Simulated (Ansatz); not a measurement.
The reference is TlCl in the CsCl type structure (space group Pm-3m, No. 221; a = 3.7692 Å). Axes: x, y, z lie along the cube axes.

The values are results of PBEsol (Ansatz, a first-principles code; PAW; 420 eV plane waves; spin-orbit coupling left out), not measurements.

It is then changed as follows: the cell is compressed by 2.50 % along z with no lateral relaxation, atoms relaxed at fixed cell.

**Question.** Predict the stress tensor and what it implies for the stiffness.

**Answer.** Stress of the strained cell less that of the base (GPa, compression positive):
```
   0.58    0.00    0.00
   0.00    0.58    0.00
   0.00    0.00    1.26
```

Then −Δσ_ii/ε with ε = -0.0250 gives secant stiffness values (nonlinear terms included at this strain): C33 ≈ 50 GPa, C13 ≈ 23 GPa and C23 ≈ 23 GPa.

Whether these cells are dynamically stable was not tested.
